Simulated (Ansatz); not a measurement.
## Ta2N (P-3m1), one atom moved over a plane

Method: Ansatz 0.2.0, DFT PBEsol, scalar-relativistic, plane waves, PAW. Cutoff 420 eV, Γ-centred 18×18×10 k-points, Gaussian smearing of 0.15 eV. Spin–orbit coupling is left out, which can shift energies with elements as heavy as these. No spin polarisation. Energies are free energies at this smearing, counted from the undisturbed cell; pressure is positive in compression.

The undisturbed cell (relaxed at this level; it needn't be the usual structure):

```
Ta N
1.0
     3.07862    0.00000    0.00000
    -1.53931    2.66616    0.00000
     0.00000    0.00000    4.82326
Ta N
2 1
Cartesian
  1.5393 0.8887 3.5994
  0.0000 1.7774 1.2239
  0.0000 0.0000 0.0000
```

Atom 1 (Ta) is moved by p along (0.707, 0.707, 0.000) and q along (0.000, 0.000, 1.000) (Å), all else fixed. Points are written (p, q).

Energy above the undisturbed cell in eV/cell (a dash: not computed):

| p \ q | -0.200 | -0.100 | 0.000 | 0.100 | 0.200 |
| --- | --- | --- | --- | --- | --- |
| -0.200 | 0.43 | 0.21 | 0.17 | 0.32 | 0.67 |
| -0.100 | 0.37 | 0.12 | 0.04 | – | 0.43 |
| 0.000 | 0.35 | 0.09 | 0.00 | 0.09 | 0.36 |
| 0.100 | 0.37 | – | 0.03 | – | 0.42 |
| 0.200 | 0.43 | 0.19 | 0.14 | 0.28 | 0.62 |

Pressure in GPa:

```
 p \ q  -0.200  -0.100  0.000  0.100  0.200
-0.200     1.3     0.8    2.8    7.3   14.4
-0.100    -0.1    -0.9    0.7      –   11.2
 0.000    -0.6    -1.5    0.0    3.9   10.2
 0.100    -0.1       –    0.6      –   11.1
 0.200     1.1     0.6    2.4    6.8   13.7
```

Cost: 22 runs of about 15 core-minutes in all, on Intel Xeon 6975P-C (Granite Rapids) (shared hosts).